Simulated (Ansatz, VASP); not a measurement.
**TiN in VASP and in Ansatz**

```
Ti N
1.0
     0.00000    2.08046    2.08046
     2.08046    0.00000    2.08046
     2.08046    2.08046    0.00000
Ti N
1 1
Direct
  0.00000 0.00000 0.00000
  0.50000 0.50000 0.50000
```

Change from the starting cell: volume scaled by 0.9405, PAW files.

Alike in both runs: task electric field gradients; functional PBE; k mesh 16 × 16 × 16; occupations fermi-dirac, width 0.03 eV; no spin polarisation.

|  | VASP | Ansatz |
| --- | --- | --- |
| version | VASP 6.6.1 | Ansatz 0.2.0 |
| potentials or method | VASP PAW PBE potentials, release 64 (Ti_sv, N) | PAW with Ansatz's default frozen-core files, scalar-relativistic |
| plane-wave cutoff (eV) | 520 | 420 |
| valence electrons in the cell | 17 | 17 |

|  | VASP | Ansatz | Ansatz less VASP |
| --- | --- | --- | --- |
| pressure (GPa) | 19.9 | 19.4 | -0.51 |
| Vzz of the field gradient on the site that differs most (V/Å²) | 0.0 | 0.0 | 0.00 |

The functional is the same, so the differences come from potentials, cutoffs and numerics.

Caveats: so large a pressure means that the cell lies far from this level's equilibrium, or that cutoff or potentials fall short (VASP).
